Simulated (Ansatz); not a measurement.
The calculation used DFT PBE, scalar-relativistic, plane waves, PAW in Ansatz. All cells share a 420 eV cutoff and Γ-centred k meshes spaced at most about 0.3 Å⁻¹ (about 0.25 or finer for metals, 2π included). No spin polarisation.

Temperature and zero-point effects are left out.

Two forms of TaH4 were relaxed alike.

1.

```
Ta H
1.0
    -1.71242    2.90870    3.27824
     1.71242   -2.90870    3.27824
     1.71242    2.90870   -3.27824
Ta H
2 8
Direct
  0.75562 0.75562 0.00000
  0.24438 0.24438 0.00000
  0.16393 0.00000 0.16393
  0.83607 0.00000 0.83607
  0.36855 0.70053 0.66802
  0.03251 0.70053 0.33198
  0.63145 0.29947 0.33198
  0.96749 0.29947 0.66802
  0.50000 0.24251 0.74251
  0.50000 0.75749 0.25749
```

2.

```
Ta H
1.0
    -2.27481    2.27481    1.44675
     2.27481   -2.27481    1.44675
     2.27481    2.27481   -1.44675
Ta H
1 4
Direct
  0.50000 0.50000 0.00000
  0.10974 0.70983 0.81957
  0.70983 0.89026 0.60009
  0.29017 0.10974 0.39991
  0.89026 0.29017 0.18043
```

Problem. Which is lower in energy, and by how much?

Solution. Cell 1 is lower, by 109 meV/atom. Cell 1 has space group Immm (No. 71), 6.5 Å³/atom and no gap on its mesh; cell 2 has Ta and H ordered on fcc sites, space group I4/m (No. 87), 6.0 Å³/atom and no gap. Counting H atoms around Ta (those within 1.25 times the shortest such distance or 1.15 times the sum of covalent radii, 1.27 where that leaves under three), cell 1 has Ta 10 and cell 2 has Ta 12. The lower one is the more open, so pressure narrows the difference. Even the lower one lies +0.04 eV/atom against the reference forms of the elements (uncorrected), a margin that errors in the energy of the gaseous reference can exceed. Both come from invented guesses.

These runs have no spin–orbit coupling, which can matter for Ta. With hydrogen, zero-point motion can shift such differences by 10 meV/atom or more. Cells relaxed within their symmetry can be saddle points.
